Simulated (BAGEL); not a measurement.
# C3H9N (propylamine): levels of theory compared

Aim: a comparison of 6 runs (HF/STO-3G, HF/3-21G, HF/def2-SVP, B3LYP/6-31G*, PBE0/def2-SVP) of C3H9N (propylamine). 

The calculation is run with BAGEL 1.2.2.

### Step 1. The molecule

C3H9N has 13 atoms, charge 0, and is taken as a singlet. SMILES: `CCCN`. The shape is that of a PBE0-D4/def2-TZVP optimisation. This is one conformer, not always the lowest.

Bond lengths: C1–C2 1.519 Å, C2–C3 1.526 Å, C3–N4 1.453 Å, C1–H5 1.092 Å, C1–H6 1.094 Å, C1–H7 1.093 Å, C2–H8 1.097 Å, C2–H9 1.096 Å, C3–H10 1.096 Å, C3–H11 1.095 Å, N4–H12 1.013 Å, N4–H13 1.012 Å. Some angles: C1–C2–C3 113.6°, C2–C3–N4 116.6°, C1–C2–H8 109.8°, C1–C2–H9 109.6°, C3–C2–H8 108.9°, C3–C2–H9 108.5°, C2–C1–H5 111.5°, C2–C1–H6 111.0°, C2–C1–H7 111.6°, C2–C3–H10 109.2°.

### Step 2. The energy at HF/STO-3G (run 1)

File hf.json:

```json
{ "bagel": [

{
  "title": "molecule",
  "basis": "sto-3g",
  "df_basis": "qzvpp-jkfit",
  "angstrom": true,
  "geometry": [
    { "atom": "C", "xyz": [      -1.377900,       0.221800,       0.509700 ] },
    { "atom": "C", "xyz": [      -0.298300,      -0.788700,       0.163000 ] },
    { "atom": "C", "xyz": [       1.099100,      -0.182300,       0.067600 ] },
    { "atom": "N", "xyz": [       1.304000,       0.822500,      -0.961500 ] },
    { "atom": "H", "xyz": [      -2.359000,      -0.251500,       0.588100 ] },
    { "atom": "H", "xyz": [      -1.167200,       0.709300,       1.466500 ] },
    { "atom": "H", "xyz": [      -1.456900,       1.003200,      -0.251000 ] },
    { "atom": "H", "xyz": [      -0.539700,      -1.277600,      -0.788900 ] },
    { "atom": "H", "xyz": [      -0.282600,      -1.582700,       0.918600 ] },
    { "atom": "H", "xyz": [       1.361700,       0.270300,       1.030600 ] },
    { "atom": "H", "xyz": [       1.826800,      -0.983100,      -0.098000 ] },
    { "atom": "H", "xyz": [       1.066200,       0.451400,      -1.873800 ] },
    { "atom": "H", "xyz": [       0.709100,       1.626300,      -0.805800 ] }
  ]
},

{
  "title": "hf",
  "df": false
},

{
  "title": "print",
  "file": "orbitals.molden",
  "orbitals": true
}

]}
```

Launch:

```console
$ BAGEL_NUM_THREADS=1 BAGEL hf.json > hf.out
```

What it wrote:

```text
* using 1 threads per process

  ===============================================================
  ===============================================================

  *** Geometry ***

  { "atom" : "C", "xyz" : [     -2.603854,      0.419141,      0.963193 ] },
  { "atom" : "C", "xyz" : [     -0.563705,     -1.490427,      0.308025 ] },
  { "atom" : "C", "xyz" : [      2.076998,     -0.344497,      0.127745 ] },
  { "atom" : "N", "xyz" : [      2.464203,      1.554300,     -1.816972 ] },
  { "atom" : "H", "xyz" : [     -4.457864,     -0.475266,      1.111348 ] },
  { "atom" : "H", "xyz" : [     -2.205688,      1.340383,      2.771283 ] },
  { "atom" : "H", "xyz" : [     -2.753142,      1.895773,     -0.474321 ] },
  { "atom" : "H", "xyz" : [     -1.019885,     -2.414314,     -1.490805 ] },
  { "atom" : "H", "xyz" : [     -0.534037,     -2.990870,      1.735902 ] },
  { "atom" : "H", "xyz" : [      2.573240,      0.510793,      1.947552 ] },
  { "atom" : "H", "xyz" : [      3.452152,     -1.857790,     -0.185193 ] },
  { "atom" : "H", "xyz" : [      2.014826,      0.853022,     -3.540969 ] },
  { "atom" : "H", "xyz" : [      1.340005,      3.073262,     -1.522741 ] },

  Number of auxiliary basis functions:      464

  Since a DF basis is specified, we compute 2- and 3-index integrals:
    o Being stored without compression. Storage requirement is 0.003 GB

  Number of basis functions:       29
  Number of electrons      :       34

    * METHOD: MOLECULE                             0.15

  *** RHF ***

  === Nuclear Repulsion ===
   133.6347338547

      * DIIS with orbital gradients will be used.

  === RHF iteration (sto-3g) ===
      0       -170.83438905          0.02731684           0.08
      1       -171.15729039          0.00813062           0.08
      2       -171.18959380          0.00192712           0.08
      3       -171.19169933          0.00050842           0.08
      4       -171.19191195          0.00009836           0.08
      5       -171.19191952          0.00001397           0.07
      6       -171.19191963          0.00000300           0.07
      7       -171.19191963          0.00000078           0.07
      8       -171.19191963          0.00000015           0.07
      9       -171.19191963          0.00000004           0.06
     10       -171.19191963          0.00000001           0.06
    * SCF iteration converged.

    * Permanent dipole moment:
           (    0.562693,     0.163494,     0.011531) a.u.

    * METHOD: HF                                   0.87

    * METHOD: PRINT                                0.00

  ===============================================================
```

It took 1.2 s on 1 thread of Arm Neoverse V2, shared host.

### Step 3. The energy at HF/3-21G (run 2)

File job.json:

```json
{ "bagel": [

{
  "title": "molecule",
  "basis": "3-21g",
  "df_basis": "qzvpp-jkfit",
  "angstrom": true,
  "geometry": [
    { "atom": "C", "xyz": [   -1.377900,    0.221800,    0.509700 ] },
    { "atom": "C", "xyz": [   -0.298300,   -0.788700,    0.163000 ] },
    { "atom": "C", "xyz": [    1.099100,   -0.182300,    0.067600 ] },
    { "atom": "N", "xyz": [    1.304000,    0.822500,   -0.961500 ] },
    { "atom": "H", "xyz": [   -2.359000,   -0.251500,    0.588100 ] },
    { "atom": "H", "xyz": [   -1.167200,    0.709300,    1.466500 ] },
    { "atom": "H", "xyz": [   -1.456900,    1.003200,   -0.251000 ] },
    { "atom": "H", "xyz": [   -0.539700,   -1.277600,   -0.788900 ] },
    { "atom": "H", "xyz": [   -0.282600,   -1.582700,    0.918600 ] },
    { "atom": "H", "xyz": [    1.361700,    0.270300,    1.030600 ] },
    { "atom": "H", "xyz": [    1.826800,   -0.983100,   -0.098000 ] },
    { "atom": "H", "xyz": [    1.066200,    0.451400,   -1.873800 ] },
    { "atom": "H", "xyz": [    0.709100,    1.626300,   -0.805800 ] }
  ]
},
{
  "title": "hf",
  "df": false
},
{
  "title": "print",
  "file": "orbitals.molden",
  "orbitals": true
}

]}
```

Launch:

```console
$ BAGEL_NUM_THREADS=1 BAGEL job.json > job.out
```

What it wrote:

```text
* using 1 threads per process

  ===============================================================
  ===============================================================

  *** Geometry ***

  { "atom" : "C", "xyz" : [     -2.603854,      0.419141,      0.963193 ] },
  { "atom" : "C", "xyz" : [     -0.563705,     -1.490427,      0.308025 ] },
  { "atom" : "C", "xyz" : [      2.076998,     -0.344497,      0.127745 ] },
  { "atom" : "N", "xyz" : [      2.464203,      1.554300,     -1.816972 ] },
  { "atom" : "H", "xyz" : [     -4.457864,     -0.475266,      1.111348 ] },
  { "atom" : "H", "xyz" : [     -2.205688,      1.340383,      2.771283 ] },
  { "atom" : "H", "xyz" : [     -2.753142,      1.895773,     -0.474321 ] },
  { "atom" : "H", "xyz" : [     -1.019885,     -2.414314,     -1.490805 ] },
  { "atom" : "H", "xyz" : [     -0.534037,     -2.990870,      1.735902 ] },
  { "atom" : "H", "xyz" : [      2.573240,      0.510793,      1.947552 ] },
  { "atom" : "H", "xyz" : [      3.452152,     -1.857790,     -0.185193 ] },
  { "atom" : "H", "xyz" : [      2.014826,      0.853022,     -3.540969 ] },
  { "atom" : "H", "xyz" : [      1.340005,      3.073262,     -1.522741 ] },

  Number of auxiliary basis functions:      464

  Since a DF basis is specified, we compute 2- and 3-index integrals:
    o Being stored without compression. Storage requirement is 0.011 GB

  Number of basis functions:       54
  Number of electrons      :       34

    * METHOD: MOLECULE                             0.16

  *** RHF ***

  === Nuclear Repulsion ===
   133.6347338547

      * DIIS with orbital gradients will be used.

  === RHF iteration (3-21g) ===
      0       -160.54488621          0.04901198           0.09
      1       -171.16628957          0.06946538           0.09
      2       -172.09001789          0.02875269           0.08
      3       -172.31205044          0.00493533           0.08
      4       -172.32033248          0.00112631           0.08
      5       -172.32120138          0.00029179           0.08
      6       -172.32125801          0.00007869           0.08
      7       -172.32126221          0.00003051           0.08
      8       -172.32126292          0.00000836           0.08
      9       -172.32126298          0.00000165           0.08
     10       -172.32126298          0.00000059           0.08
     11       -172.32126298          0.00000019           0.07
     12       -172.32126298          0.00000005           0.07
     13       -172.32126298          0.00000002           0.07
     14       -172.32126298          0.00000000           0.07
    * SCF iteration converged.

    * Permanent dipole moment:
           (    0.633795,     0.197065,     0.002864) a.u.

    * METHOD: HF                                   1.26

    * METHOD: PRINT                                0.01

  ===============================================================
```

Wall time 1.6 s (1 thread of Arm Neoverse V2, shared host).

Run 3 isn't shown in full; the table further down has it.

### Step 4. A single-point energy at B3LYP/6-31G(d) (density fitting with qzvpp-jkfit, spherical functions) (run 4)

File input.json:

```json
{ "bagel": [

{
  "title": "molecule",
  "basis": "6-31gs.json",
  "df_basis": "qzvpp-jkfit",
  "angstrom": true,
  "geometry": [
    { "atom": "C", "xyz": [      -1.377900,       0.221800,       0.509700 ] },
    { "atom": "C", "xyz": [      -0.298300,      -0.788700,       0.163000 ] },
    { "atom": "C", "xyz": [       1.099100,      -0.182300,       0.067600 ] },
    { "atom": "N", "xyz": [       1.304000,       0.822500,      -0.961500 ] },
    { "atom": "H", "xyz": [      -2.359000,      -0.251500,       0.588100 ] },
    { "atom": "H", "xyz": [      -1.167200,       0.709300,       1.466500 ] },
    { "atom": "H", "xyz": [      -1.456900,       1.003200,      -0.251000 ] },
    { "atom": "H", "xyz": [      -0.539700,      -1.277600,      -0.788900 ] },
    { "atom": "H", "xyz": [      -0.282600,      -1.582700,       0.918600 ] },
    { "atom": "H", "xyz": [       1.361700,       0.270300,       1.030600 ] },
    { "atom": "H", "xyz": [       1.826800,      -0.983100,      -0.098000 ] },
    { "atom": "H", "xyz": [       1.066200,       0.451400,      -1.873800 ] },
    { "atom": "H", "xyz": [       0.709100,       1.626300,      -0.805800 ] }
  ]
},

{ "title": "ks", "xc_func": "b3lyp" },

{ "title": "print", "file": "orbitals.molden", "orbitals": true }

]}
```

The basis set 6-31G* is read from a file made from the Basis Set Exchange's data (not shown).

Launch:

```console
$ BAGEL_NUM_THREADS=1 BAGEL input.json > input.out
```

What it wrote:

```text
* using 1 threads per process

  ===============================================================
  ===============================================================

  *** Geometry ***

  { "atom" : "C", "xyz" : [     -2.603854,      0.419141,      0.963193 ] },
  { "atom" : "C", "xyz" : [     -0.563705,     -1.490427,      0.308025 ] },
  { "atom" : "C", "xyz" : [      2.076998,     -0.344497,      0.127745 ] },
  { "atom" : "N", "xyz" : [      2.464203,      1.554300,     -1.816972 ] },
  { "atom" : "H", "xyz" : [     -4.457864,     -0.475266,      1.111348 ] },
  { "atom" : "H", "xyz" : [     -2.205688,      1.340383,      2.771283 ] },
  { "atom" : "H", "xyz" : [     -2.753142,      1.895773,     -0.474321 ] },
  { "atom" : "H", "xyz" : [     -1.019885,     -2.414314,     -1.490805 ] },
  { "atom" : "H", "xyz" : [     -0.534037,     -2.990870,      1.735902 ] },
  { "atom" : "H", "xyz" : [      2.573240,      0.510793,      1.947552 ] },
  { "atom" : "H", "xyz" : [      3.452152,     -1.857790,     -0.185193 ] },
  { "atom" : "H", "xyz" : [      2.014826,      0.853022,     -3.540969 ] },
  { "atom" : "H", "xyz" : [      1.340005,      3.073262,     -1.522741 ] },

  Number of auxiliary basis functions:      464

  Since a DF basis is specified, we compute 2- and 3-index integrals:
    o Being stored without compression. Storage requirement is 0.020 GB

  Number of basis functions:       74
  Number of electrons      :       34

    * METHOD: MOLECULE                             0.20

  *** Kohn-Sham DFT ***

    * Removing 26134 points whose weight is below 1.00e-10
    * Grid points: 167644

  === Nuclear Repulsion ===
   133.6347338547

       - DIIS with orbital gradients will be used.

  === KS iteration (b3lyp / 6-31gs.json) ===
      0       -139.91828947          0.15448900           0.42
      1       -101.71802745          0.17351505           0.40
      2       -117.58542659          0.20904855           0.40
      3       -155.81474972          0.11755603           0.40
      4       -166.38076313          0.10758532           0.40
      5       -171.30611365          0.06735047           0.40
      6       -174.27773013          0.02308938           0.40
      7       -174.39220681          0.01441747           0.40
      8       -174.46224063          0.00659986           0.39
      9       -174.47681269          0.00303420           0.39
     10       -174.48019861          0.00082505           0.40
     11       -174.48047096          0.00020251           0.39
     12       -174.48048597          0.00006668           0.39
     13       -174.48048747          0.00002285           0.39
     14       -174.48048763          0.00000821           0.39
     15       -174.48048765          0.00000281           0.40
     16       -174.48048765          0.00000113           0.39
     17       -174.48048765          0.00000043           0.39
     18       -174.48048765          0.00000013           0.39
     19       -174.48048765          0.00000005           0.39
     20       -174.48048765          0.00000002           0.39
     21       -174.48048765          0.00000001           0.39
    * SCF iteration converged.

    * Permanent dipole moment:
           (    0.523113,     0.133654,     0.046936) a.u.

    * METHOD: KS                                   9.71

    * METHOD: PRINT                                0.01

  ===============================================================
```

It took 10 s on 1 thread of Arm Neoverse V2, shared host; peak memory 0.55 GiB.

Run 5 isn't shown in full; the table further down has it.

### Step 5. Energy and gradient at PBE0/def2-SVP (density fitting with qzvpp-jkfit) (run 6)

Changes to input.json since step 4:

```diff
@@ -4,3 +4,3 @@
   "title": "molecule",
-  "basis": "6-31gs.json",
+  "basis": "svp",
   "df_basis": "qzvpp-jkfit",
@@ -24,5 +24,8 @@
 
-{ "title": "ks", "xc_func": "b3lyp" },
-
-{ "title": "print", "file": "orbitals.molden", "orbitals": true }
+{
+  "title": "force",
+  "method": [
+    { "title": "ks", "xc_func": "pbe0" }
+  ]
+}
```

Launch:

```console
$ BAGEL_NUM_THREADS=1 BAGEL input.json > input.out
```

What it wrote:

```text
* using 1 threads per process

  ===============================================================
  ===============================================================

  *** Geometry ***

  { "atom" : "C", "xyz" : [     -2.603854,      0.419141,      0.963193 ] },
  { "atom" : "C", "xyz" : [     -0.563705,     -1.490427,      0.308025 ] },
  { "atom" : "C", "xyz" : [      2.076998,     -0.344497,      0.127745 ] },
[... 9 lines of this table left out ...]
  { "atom" : "H", "xyz" : [      1.340005,      3.073262,     -1.522741 ] },

  Number of auxiliary basis functions:      464

  Since a DF basis is specified, we compute 2- and 3-index integrals:
    o Being stored without compression. Storage requirement is 0.038 GB

  Number of basis functions:      101
  Number of electrons      :       34

    * METHOD: MOLECULE                             0.23

  The gradients will be computed analytically.

  *** Kohn-Sham DFT ***

    * Removing 26134 points whose weight is below 1.00e-10
    * Grid points: 167644

  === Nuclear Repulsion ===
   133.6347338547

       - DIIS with orbital gradients will be used.

  === KS iteration (pbe0 / svp) ===
      0       -137.77052576          0.11752390           0.57
      1       -101.64500492          0.16176691           0.54
      2       -119.00904266          0.17284939           0.54
[... 15 lines of this table left out ...]
     18       -174.14524394          0.00000001           0.54
    * SCF iteration converged.

    * Permanent dipole moment:
           (    0.489821,     0.121126,     0.049707) a.u.

  * Nuclear energy gradient

    o Atom   0
        x         -0.0025295501
        y          0.0038734264
        z          0.0008681527
    o Atom   1
        x         -0.0008216753
        y         -0.0051388791
        z         -0.0017837483
    o Atom   2
        x          0.0026126647
        y         -0.0044283792
        z          0.0071284253
    o Atom   3
        x         -0.0040636692
        y          0.0031673656
        z         -0.0051050089
    o Atom   4
        x          0.0052658843
        y          0.0021427608
        z         -0.0004718535
    o Atom   5
        x         -0.0007726390
        y         -0.0026090673
        z         -0.0047418029
    o Atom   6
        x          0.0000492082
        y         -0.0041172564
        z          0.0039035721
    o Atom   7
        x          0.0012147764
        y          0.0027808757
        z          0.0046052088
    o Atom   8
        x          0.0002031923
        y          0.0040798174
        z         -0.0033775606
    o Atom   9
        x         -0.0016087906
        y         -0.0016840634
        z         -0.0052732814
    o Atom  10
        x         -0.0038925898
        y          0.0044095807
        z          0.0002053094
    o Atom  11
        x          0.0014601512
        y          0.0013488954
        z          0.0042311948
    o Atom  12
        x          0.0028643078
        y         -0.0038053250
        z         -0.0001981324
  * Gradient computed with                              6.66

    * METHOD: FORCE                               18.13

  ===============================================================
```

Wall time 19 s (1 thread of Arm Neoverse V2, shared host); peak memory 1.7 GiB.

### Step 6. Overview of the runs

```
run                                                                 level  integral approximation  Cartesian functions  energy (Eh)  dipole moment (D)  HOMO energy (eV)  LUMO energy (eV)  wall time
  1                                                             HF/STO-3G                    none                   no  -171.191920               1.49             -8.52             16.31      1.2 s
  2                                                              HF/3-21G                    none                   no  -172.321263               1.69            -10.01              6.81      1.6 s
  3                                                           HF/def2-SVP                    none                   no  -173.161947               1.42            -10.38              4.62       10 s
  4  B3LYP/6-31G* (density fitting with qzvpp-jkfit, spherical functions)             qzvpp-jkfit                   no  -174.480488               1.38             -6.14              2.13       10 s
  5  B3LYP/6-31G* (density fitting with qzvpp-jkfit, Cartesian functions)             qzvpp-jkfit                  yes  -174.483616               1.39             -6.14              2.12       10 s
  6                      PBE0/def2-SVP (density fitting with qzvpp-jkfit)             qzvpp-jkfit                   no  -174.145244               1.29                 –                 –       19 s
```

### Step 7. Summary of results

| quantity | value |
| --- | --- |
| run 6: total energy | -174.14524 Eh |
| run 6: dipole moment | 1.29 D |
| run 6: largest force on an atom | 0.452 eV/Å |

What this shows: The dipole moment (its size) runs from 1.29 D (PBE0/def2-SVP) to 1.69 D (HF/3-21G). The two ends differ in method and basis. Over runs 1, 2, 3, 4, 5 the HOMO–LUMO gap runs from 8.26 eV (B3LYP/6-31G*) to 24.83 eV (HF/STO-3G). Totals of different functionals can't be ranked against each other. In run 1 the basis is minimal, so the values are rough. All runs together took 52 s, the longest 19 s.
